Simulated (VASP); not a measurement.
# Si (P6/mmm) in VASP: further runs

Aim: see how the results for Si move with the level of theory and the settings. Levels: SCAN, rSCAN, TPSS, r2SCAN50, LAK. Tasks: band structure.

All numbers are computed with VASP 6.6.1; they aren't measurements. Logs are shortened: lines on timing, memory, paths and dates and some standing lists are left out, and cuts for length are marked.

## (1) Starting point

It takes space group P6/mmm (No. 191, hexagonal). Conventional cell: a = 4.121 Å, b = 4.121 Å, c = 2.655 Å, α = 90.00°, β = 90.00°, γ = 120.00°. Si (site symmetry -6m2) is surrounded by 5 Si at 2.38 to 2.65 Å.

The cell was built by a generator and needn't be a form met in nature.

## (2) Band structure, SCAN

INCAR reads:

```
SYSTEM = Si
ALGO = Normal
EDIFF = 1E-6
ENCUT = 520
ISIF = 2
ISMEAR = -1
LASPH = .TRUE.
LCHARG = .FALSE.
LMIXTAU = .TRUE.
LREAL = .FALSE.
LWAVE = .FALSE.
METAGGA = SCAN
NELM = 80
PREC = Accurate
SIGMA = 0.05
```

KPOINTS reads:

```
k-points
0
G
  8 8 10
  0 0 0
```

POSCAR reads:

```
Si
1.0
    4.1209500000      0.0000000000      0.0000000000
   -2.0604700000      3.5688500000      0.0000000000
    0.0000000000      0.0000000000      2.6547900000
Si
2
Direct
    0.3333300000      0.6666700000      0.5000000000
    0.6666700000      0.3333300000      0.5000000000
```

KPOINTS_OPT reads:

```
path GMKGALHA,LM,KH
20
line-mode
reciprocal
 0.0000000000  0.0000000000  0.0000000000  G
 0.5000000000  0.0000000000  0.0000000000  M

 0.5000000000  0.0000000000  0.0000000000  M
 0.3333333333  0.3333333333  0.0000000000  K

 0.3333333333  0.3333333333  0.0000000000  K
 0.0000000000  0.0000000000  0.0000000000  G

 0.0000000000  0.0000000000  0.0000000000  G
 0.0000000000  0.0000000000  0.5000000000  A

 0.0000000000  0.0000000000  0.5000000000  A
 0.5000000000  0.0000000000  0.5000000000  L

 0.5000000000  0.0000000000  0.5000000000  L
 0.3333333333  0.3333333333  0.5000000000  H

 0.3333333333  0.3333333333  0.5000000000  H
 0.0000000000  0.0000000000  0.5000000000  A

 0.5000000000  0.0000000000  0.5000000000  L
 0.5000000000  0.0000000000  0.0000000000  M

 0.3333333333  0.3333333333  0.0000000000  K
 0.3333333333  0.3333333333  0.5000000000  H
```

Potentials or basis: VASP PAW PBE potentials, release 64 (Si).

On the command line:

```bash
$ cat potpaw_PBE.64/Si/POTCAR > POTCAR
$ mpirun -np 1 vasp_std > vasp.out
```

OUTCAR:

```text
SYSTEM = Si
   EDIFF = 1E-6
   ENCUT = 520
   ISIF = 2
   ISMEAR = -1
   LASPH = .TRUE.
   LREAL = .FALSE.
   METAGGA = SCAN
   NELM = 80
   PREC = Accurate

 ion  position               nearest neighbor table
   1  0.333  0.667  0.500-   2 2.38   2 2.38   2 2.38
   2  0.667  0.333  0.500-   1 2.38   1 2.38   1 2.38

  LATTYP: Found a hexagonal cell.
 ALAT       =     4.1209500000
 C/A-ratio  =     0.6442179595

  Lattice vectors:

 A1 = (   4.1209500000,   0.0000000000,   0.0000000000)
 A2 = (  -2.0604700000,   3.5688500000,   0.0000000000)
 A3 = (   0.0000000000,   0.0000000000,   2.6547900000)

Analysis of symmetry for initial positions (statically):
=====================================================================
 Subroutine PRICEL returns:
 Original cell was already a primitive cell.

 Routine SETGRP: Setting up the symmetry group for a
 hexagonal supercell.

 Subroutine GETGRP returns: Found  8 space group operations
 (whereof  8 operations were pure point group operations)
 out of a pool of 24 trial point group operations.

The static configuration has the point symmetry D_2h.

Analysis of symmetry for dynamics (positions and initial velocities):
=====================================================================
 Subroutine PRICEL returns:
 Original cell was already a primitive cell.

 Routine SETGRP: Setting up the symmetry group for a
 hexagonal supercell.

 Subroutine GETGRP returns: Found  8 space group operations
 (whereof  8 operations were pure point group operations)
 out of a pool of 24 trial point group operations.

The dynamic configuration has the point symmetry D_2h.

 Subroutine INISYM returns: Found  8 space group operations
 (whereof  8 operations are pure point group operations),
 and found     1 'primitive' translations

----------------------------------------------------------------------------------------

                                     Primitive cell

  volume of cell :      39.0441

  direct lattice vectors                    reciprocal lattice vectors
     4.120950000  0.000000000  0.000000000     0.242662493  0.140100813  0.000000000
    -2.060470000  3.568850000  0.000000000     0.000000000  0.280202306  0.000000000
     0.000000000  0.000000000  2.654790000     0.000000000  0.000000000  0.376677628

  length of vectors
     4.120950000  4.120949762  2.654790000     0.280202290  0.280202306  0.376677628

  position of ions in fractional coordinates (direct lattice)
     0.333330000  0.666670000  0.500000000
     0.666670000  0.333330000  0.500000000

  ion indices of the primitive-cell ions
   primitive index   ion index
                 1           1
                 2           2

----------------------------------------------------------------------------------------

 KPOINTS: k-points

Automatic generation of k-mesh.
 Grid dimensions read from file:
 generate k-points for:    8    8   10

 Generating k-lattice:

  Cartesian coordinates                     Fractional coordinates (reciprocal lattice)
     0.030332812  0.017512602  0.000000000     0.125000000  0.000000000  0.000000000
     0.000000000  0.035025288  0.000000000     0.000000000  0.125000000  0.000000000
     0.000000000  0.000000000  0.037667763     0.000000000  0.000000000  0.100000000

  Length of vectors
     0.035025286  0.035025288  0.037667763

  Shift w.r.t. Gamma in fractional coordinates (k-lattice)
     0.000000000  0.000000000  0.000000000

 Subroutine IBZKPT returns following result:
 ===========================================

 Found    126 irreducible k-points:

 Following reciprocal coordinates:
            Coordinates               Weight
  0.000000  0.000000  0.000000      1.000000
  0.125000  0.000000  0.000000      4.000000
 -0.125000  0.125000  0.000000      2.000000
  0.250000  0.000000  0.000000      4.000000
 -0.250000  0.250000  0.000000      2.000000
  0.375000  0.000000  0.000000      4.000000
[... 16 lines left out ...]
  0.125000  0.000000  0.100000      8.000000
 -0.125000  0.125000  0.100000      4.000000
 [... further k-points ...]
   k-points           NKPTS =    126   k-points in BZ     NKDIM =    126   number of bands    NBANDS=      8
   number of dos      NEDOS =    301   number of ions     NIONS =      2
   total plane-waves  NPLWV =  20480
   dimension x,y,z NGX =    32 NGY =   32 NGZ =   20
   dimension x,y,z NGXF=    64 NGYF=   64 NGZF=   40
   ions per type =               2
   NGX,Y,Z   is equivalent  to a cutoff of  12.91, 12.91, 12.52 a.u.
   NGXF,Y,Z  is equivalent  to a cutoff of  25.82, 25.82, 25.05 a.u.
 SYSTEM =  Si
   PREC   = accura    normal or accurate (medium, high low for compatibility)
   ISTART =      0    job   : 0-new  1-cont  2-samecut
   ICHARG =      2    charge: 1-file 2-atom 10-const
   ISPIN  =      1    spin polarized calculation?
   LNONCOLLINEAR =      F non collinear calculations
   LSORBIT =      F    spin-orbit coupling
   LASPH  =      T    aspherical Exc in radial PAW
   ENCUT  =  520.0 eV  38.22 Ry    6.18 a.u.   7.66  7.66  4.94*2*pi/ulx,y,z
   NELM   =     80;   NELMIN=  2; NELMDL= -5     # of ELM steps
   EDIFF  = 0.1E-05   stopping-criterion for ELM
   LREAL  =      F    real-space projection
   EDIFFG = 0.1E-04   stopping-criterion for IOM
   NSW    =      0    number of steps for IOM
   IBRION =     -1    ionic relax: 0-MD 1-quasi-New 2-CG
   NFREE  =      0    steps in history (QN), initial steepest desc. (CG)
   ISIF   =      2    stress and relaxation
   ISYM   =      2    0-nonsym 1-usesym 2-fastsym
   POTIM  = 0.5000    time-step for ionic-motion
   TEBEG  =    0.0;   TEEND  =   0.0 temperature during run
   PSTRESS=    0.0 pullay stress
   NELECT =       8.0000    total number of electrons
   NUPDOWN=      -1.0000    fix difference up-down
   EMIN   =  10.00;   EMAX   =-10.00  energy-range for DOS
   EFERMI =   0.00;   METHOD = LEGACY
   ISMEAR =    -1;   SIGMA  =   0.05  broadening in eV -4-tet -1-fermi 0-gaus
   EFERMI_NEDOS =   21; number of points for ismear=-14 and -15
   IALGO  =     38    algorithm
   IMIX   =      4    mixing-type and parameters
     AMIX     =   0.40;   BMIX     =  1.00
     AMIX_MAG =   1.60;   BMIX_MAG =  1.00
  volume/ion in A,a.u.               =      19.52       131.74
  Fermi-wavevector in a.u.,A,eV,Ry     =   0.965131  1.823833 12.673523  0.931478
  Thomas-Fermi vector in A             =   2.094821
   LORBIT       =      0    0 simple, 1 ext, 2 COOP (PROOUT), +10 PAW based schemes
   METAGGA = SCAN    functional components
   LHFCALC =     F    Hartree Fock is set to
   AEXX    =    0.0000 exact exchange contribution
   IVDW    =     0    specifies the selected vdW correction
   LEPSILON=     F    determine dielectric tensor
   LRPA    =     F    only Hartree local field effects (RPA)
 non-spin polarized calculation
  energy-cutoff  :      520.00
  volume of cell :       39.04
 maximum number of plane-waves:      1102
   NGX = 15   NGY = 15   NGZ =  9

 number of electron       8.0000000 magnetization

 Free energy of the ion-electron system (eV)
  ---------------------------------------------------
  ext. energy  EPLUGINS =         0.00000000
  ---------------------------------------------------
  free energy    TOTEN  =       -19.04321551 eV

  energy without entropy =      -19.03723353  energy(sigma->0) =      -19.04022452

 E-fermi :   6.2208     XC(G=0): -10.0202

 val. band max:        6.1966689695   @ k =  -0.1250   0.3750   0.0000
 cond. band min:       6.3675460386   @ k =  -0.3750   0.2500   0.1000
 fundamental gap:      0.1708770691
 Fermi energy:         6.2208442210

 k-point     1 :       0.0000    0.0000    0.0000
  band No.  band energies     occupation
      1      -6.7401      2.00000
      2       3.0119      2.00000
      3       3.0122      2.00000
      4       3.4734      2.00000
      5       7.5482      0.00000
      6       7.5486      0.00000
      7      11.9347      0.00000
      8      12.9906      0.00000

 k-point     2 :       0.1250    0.0000    0.0000
  band No.  band energies     occupation
      1      -6.5782      2.00000
      2       1.2426      2.00000
      3       2.7664      2.00000
      4       4.9908      2.00000
      5       7.5087      0.00000
      6       8.1378      0.00000
      7      12.7577      0.00000
      8      13.1240      0.00000

 k-point     3 :      -0.1250    0.1250    0.0000
  band No.  band energies     occupation
      1      -6.5782      2.00000
      2       1.2427      2.00000
      3       2.7662      2.00000
      4       4.9908      2.00000
      5       7.5086      0.00000
      6       8.1380      0.00000
      7      12.7577      0.00000
      8      13.1240      0.00000

 k-point     4 :       0.2500    0.0000    0.0000
  band No.  band energies     occupation
      1      -6.1037      2.00000
      2      -0.6202      2.00000
      3       2.3032      2.00000
      4       5.3623      2.00000
      5       8.6880      0.00000
      6       9.6290      0.00000
      7      13.5129      0.00000
      8      14.2636      0.00000

 k-point     5 :      -0.2500    0.2500    0.0000
  band No.  band energies     occupation
      1      -6.1037      2.00000
      2      -0.6200      2.00000
      3       2.3031      2.00000
      4       5.3621      2.00000
      5       8.6880      0.00000
      6       9.6291      0.00000
      7      13.5129      0.00000
      8      14.2636      0.00000
[... 177 lines left out ...]
 k-point    22 :       0.0000    0.0000    0.1000
  band No.  band energies     occupation
      1      -6.5322      2.00000
      2       3.1873      2.00000
      3       3.1877      2.00000
      4       3.6773      2.00000
      5       7.7363      0.00000
      6       7.7366      0.00000
      7       9.8555      0.00000
      8      12.8161      0.00000

 k-point    23 :       0.1250    0.0000    0.1000
  band No.  band energies     occupation
      1      -6.3705      2.00000
      2       1.4378      2.00000
      3       2.9433      2.00000
      4       5.1715      2.00000
      5       7.6810      0.00000
      6       8.3239      0.00000
      7      10.0938      0.00000
      8      13.6430      0.00000

 k-point    24 :      -0.1250    0.1250    0.1000
  band No.  band energies     occupation
      1      -6.3705      2.00000
      2       1.4379      2.00000
      3       2.9431      2.00000
      4       5.1715      2.00000
      5       7.6808      0.00000
      6       8.3241      0.00000
      7      10.0938      0.00000
      8      13.6430      0.00000

 [... further k-points ...]

------------------------ aborting loop because EDIFF is reached ----------------------------------------

  FORCE on cell =-STRESS in cart. coord.  units (eV):
  Direction    XX          YY          ZZ          XY          YZ          ZX
  --------------------------------------------------------------------------------------
  -------------------------------------------------------------------------------------
  Total       -0.6660031     -0.6654501     -0.3697943      0.0004788      0.0000000      0.0000000
  in kB      -27.3294577    -27.3067669    -15.1745225      0.0196472      0.0000000      0.0000000
  external PRESSURE =     -23.2702490 kB  Pullay stress =       0.0000000 kB

 VOLUME and BASIS-vectors are now :
 -----------------------------------------------------------------------------
  energy-cutoff  :      520.00
  volume of cell :       39.04
      direct lattice vectors                 reciprocal lattice vectors
     4.120950000  0.000000000  0.000000000     0.242662493  0.140100813  0.000000000
    -2.060470000  3.568850000  0.000000000     0.000000000  0.280202306  0.000000000
     0.000000000  0.000000000  2.654790000     0.000000000  0.000000000  0.376677628

 POSITION                                       TOTAL-FORCE (eV/Angst)
 -----------------------------------------------------------------------------------
     -0.00002      2.37925      1.32740         0.000426     -0.000246     -0.000000
      2.06050      1.18960      1.32740        -0.000426      0.000246      0.000000
 -----------------------------------------------------------------------------------
    total drift:                                0.000000     -0.000000     -0.000000

  FREE ENERGIE OF THE ION-ELECTRON SYSTEM (eV)
  ---------------------------------------------------
  free  energy   TOTEN  =       -19.0432155146 eV

  energy  without entropy=      -19.0372335311  energy(sigma->0) =      -19.04022452
```

It took 1.9 min on 1 thread of Intel Xeon Platinum 8488C (Sapphire Rapids), shared host; peak memory 0.19 GiB.

What came out:

- Free energy: -19.0432 eV
- Pressure: -2.3 GPa
- Band gap along the path: none (metal or under the smearing width)

Stress tensor (GPa, compression positive):
```
-2.73  0.00  0.00
 0.00 -2.73  0.00
 0.00  0.00 -1.52
```

Levels at the corners of the path, in eV from the Fermi level:
| point | band 2 | band 3 | band 4 | band 5 | band 6 | band 7 |
| --- | --- | --- | --- | --- | --- | --- |
| Γ | -3.21 | -3.21 | -2.75 | 1.33 | 1.33 | 5.71 |
| M | -9.27 | -4.41 | -1.32 | 6.39 | 7.21 | 7.59 |
| M | -9.27 | -4.41 | -1.32 | 6.39 | 7.21 | 7.59 |
| K | -10.09 | -5.88 | 3.16 | 3.16 | 4.03 | 9.10 |
| K | -10.09 | -5.88 | 3.16 | 3.16 | 4.03 | 9.10 |
| Γ | -3.21 | -3.21 | -2.75 | 1.33 | 1.33 | 5.71 |
| Γ | -3.21 | -3.21 | -2.75 | 1.33 | 1.33 | 5.71 |
| A | -6.25 | -0.39 | -0.39 | 1.22 | 3.66 | 4.52 |
| A | -6.25 | -0.39 | -0.39 | 1.22 | 3.66 | 4.52 |
| L | -5.29 | -4.54 | -2.79 | -1.44 | 3.11 | 4.05 |
| L | -5.29 | -4.54 | -2.79 | -1.44 | 3.11 | 4.05 |
| H | -5.99 | -3.65 | -3.65 | -2.66 | 2.20 | 7.20 |
| H | -5.99 | -3.65 | -3.65 | -2.66 | 2.20 | 7.20 |
| A | -6.25 | -0.39 | -0.39 | 1.22 | 3.66 | 4.52 |
| L | -5.29 | -4.54 | -2.79 | -1.44 | 3.11 | 4.05 |
| M | -9.27 | -4.41 | -1.32 | 6.39 | 7.21 | 7.59 |
| K | -10.09 | -5.88 | 3.16 | 3.16 | 4.03 | 9.10 |
| H | -5.99 | -3.65 | -3.65 | -2.66 | 2.20 | 7.20 |

Caveat: the PAW data sets were made with another functional, which shifts forces and pressure a little.

## (3) Band structure, rSCAN

INCAR reads:

```
  ALGO = Normal
  EDIFF = 1E-6
  ENCUT = 520
  ISIF = 2
  ISMEAR = -1
  LASPH = True
  LCHARG = False
  LMIXTAU = True
  LREAL = False
  LWAVE = False
  METAGGA = RSCAN
  NELM = 100
  PREC = Accurate
  SIGMA = 0.05
```

KPOINTS reads:

```
k-points
0
Gamma
  8 8 10
```

POSCAR is that of step 2.

KPOINTS_OPT is that of step 2.

Potentials or basis: VASP PAW PBE potentials, release 64 (Si).

On the command line:

```bash
$ cat potpaw_PBE.64/Si/POTCAR > POTCAR
$ mpirun -np 1 vasp_std > vasp.out
```

OUTCAR:

```text
EDIFF = 1E-6
   ENCUT = 520
   ISIF = 2
   ISMEAR = -1
   LASPH = True
   LREAL = False
   METAGGA = RSCAN
   NELM = 100
   PREC = Accurate

 ion  position               nearest neighbor table
   1  0.333  0.667  0.500-   2 2.38   2 2.38   2 2.38
   2  0.667  0.333  0.500-   1 2.38   1 2.38   1 2.38

  LATTYP: Found a hexagonal cell.
 ALAT       =     4.1209500000
 C/A-ratio  =     0.6442179595

  Lattice vectors:

 A1 = (   4.1209500000,   0.0000000000,   0.0000000000)
[... 449 lines left out ...]

------------------------ aborting loop because EDIFF is reached ----------------------------------------

  FORCE on cell =-STRESS in cart. coord.  units (eV):
  Direction    XX          YY          ZZ          XY          YZ          ZX
  --------------------------------------------------------------------------------------
  -------------------------------------------------------------------------------------
  Total       -0.3965975     -0.3960149     -0.2596115      0.0005045      0.0000000      0.0000000
  in kB      -16.2743907    -16.2504844    -10.6531645      0.0207013      0.0000000      0.0000000
  external PRESSURE =     -14.3926798 kB  Pullay stress =       0.0000000 kB

 VOLUME and BASIS-vectors are now :
 -----------------------------------------------------------------------------
  energy-cutoff  :      520.00
  volume of cell :       39.04
      direct lattice vectors                 reciprocal lattice vectors
     4.120950000  0.000000000  0.000000000     0.242662493  0.140100813  0.000000000
    -2.060470000  3.568850000  0.000000000     0.000000000  0.280202306  0.000000000
     0.000000000  0.000000000  2.654790000     0.000000000  0.000000000  0.376677628

 POSITION                                       TOTAL-FORCE (eV/Angst)
 -----------------------------------------------------------------------------------
     -0.00002      2.37925      1.32740         0.000432     -0.000249      0.000000
      2.06050      1.18960      1.32740        -0.000432      0.000249      0.000000
 -----------------------------------------------------------------------------------
    total drift:                                0.000000     -0.000000     -0.000000

  FREE ENERGIE OF THE ION-ELECTRON SYSTEM (eV)
  ---------------------------------------------------
  free  energy   TOTEN  =       -20.4287736279 eV

  energy  without entropy=      -20.4228575783  energy(sigma->0) =      -20.42581560
```

stdout:

```text
POSCAR found type information on POSCAR Si
 POSCAR found :  1 types and       2 ions
 scaLAPACK will be used
 -----------------------------------------------------------------------------
|                                                                             |
|                                                                             |
|     You enforced a specific xc type in the INCAR file but a different       |
|     I HOPE YOU KNOW WHAT YOU ARE DOING!                                     |
|                                                                             |
 -----------------------------------------------------------------------------

 LDA part: xc-table for (None), standard interpolation
 POSCAR, INCAR and KPOINTS ok, starting setup
 FFT: planning ... GRIDC
 FFT: planning ... GRID_SOFT
 FFT: planning ... GRID
 WAVECAR not read
 entering main loop
 Start KPOINTS_OPT (optional k-point list driver)
k-point batch [1-126\180]
k-point batch [127-180\180]
```

It took 94 s on 1 thread of Intel Xeon Platinum 8488C (Sapphire Rapids), shared host; peak memory 0.19 GiB.

Results:

| Quantity | Value |
| --- | --- |
| Free energy | -20.4288 eV |
| Pressure | -1.4 GPa |
| Band gap along the path | none (metal or under the smearing width) |

Levels at the corners of the path, in eV from the Fermi level:
```
point  band 2  band 3  band 4  band 5  band 6  band 7
    Γ   -3.14   -3.14   -2.82    1.30    1.30    5.89
    M   -9.31   -4.37   -1.33    6.48    7.41    7.54
    M   -9.31   -4.37   -1.33    6.48    7.41    7.54
    K  -10.14   -5.87    3.16    3.16    4.21    9.06
    K  -10.14   -5.87    3.16    3.16    4.21    9.06
    Γ   -3.14   -3.14   -2.82    1.30    1.30    5.89
    Γ   -3.14   -3.14   -2.82    1.30    1.30    5.89
    A   -6.29   -0.28   -0.28    1.22    3.61    4.47
    A   -6.29   -0.28   -0.28    1.22    3.61    4.47
    L   -5.28   -4.57   -2.81   -1.38    3.10    4.12
    L   -5.28   -4.57   -2.81   -1.38    3.10    4.12
    H   -5.99   -3.68   -3.68   -2.64    2.30    7.38
    H   -5.99   -3.68   -3.68   -2.64    2.30    7.38
    A   -6.29   -0.28   -0.28    1.22    3.61    4.47
    L   -5.28   -4.57   -2.81   -1.38    3.10    4.12
    M   -9.31   -4.37   -1.33    6.48    7.41    7.54
    K  -10.14   -5.87    3.16    3.16    4.21    9.06
    H   -5.99   -3.68   -3.68   -2.64    2.30    7.38
```

Caveat: the PAW data sets were made with another functional, which shifts forces and pressure a little.

(Part 1 of 2 ends here.)
